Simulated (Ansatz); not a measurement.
Spinel MgAl2O4, treated with revPBE in Ansatz (plane waves, PAW).

Run with plane-wave cutoff 520 eV, 8×8×8 k mesh, Fermi–Dirac smearing 0.01 eV, scalar-relativistic PAW data made under PBE.

Energies at three volumes about the minimum:

| V (Å³/atom) | E − E_lowest (meV/atom) |
|---|---|
| 9.717 | 2.23 |
| 9.916 | 0.00 |
| 10.114 | 2.07 |

Question: Fit a parabola by hand: where is the minimum, what lattice constant follows, and what is the bulk modulus?

Answer: Slopes: (0.00 − 2.23)/(9.916 − 9.717) = -11.206 and (2.07 − 0.00)/(10.114 − 9.916) = 10.455 meV/Å³. Curvature E″ = 2 × (10.455 − (-11.206))/(10.114 − 9.717) = 109.123 meV/Å⁶. From the middle of the first interval, the slope vanishes at V0 = 9.8165 − (-11.206)/109.123 = 9.919 Å³/atom. B = V0 E″ = 9.919 × 109.123 meV/Å³ × 0.1602 GPa per meV/Å³ = 173 GPa. With 56 atoms in the cube, a = (56 × 9.919)^(1/3) = 8.220 Å. The full Birch–Murnaghan fit to all volumes gives V0 = 9.916 Å³/atom and B0 = 173 GPa.

Shape and atoms are relaxed at each volume.

Measured, for comparison: bulk modulus 195 GPa (300 K, copied from a table, unchecked, no zero-point or thermal correction; as tabulated in BurnMan's mineral tables); lattice constant a 8.074 Å (0 K, fit to 77–300 K taken to 0 K; as tabulated in Grimes and Al-Ajaj (1992), doi:10.1088/0953-8984/4/30/004). Computed (rounded) less measured: bulk modulus not scored (unchecked).

Note: the bulk modulus comes from volumes at which shape and atoms were relaxed.

Ansatz is an electronic-structure program.
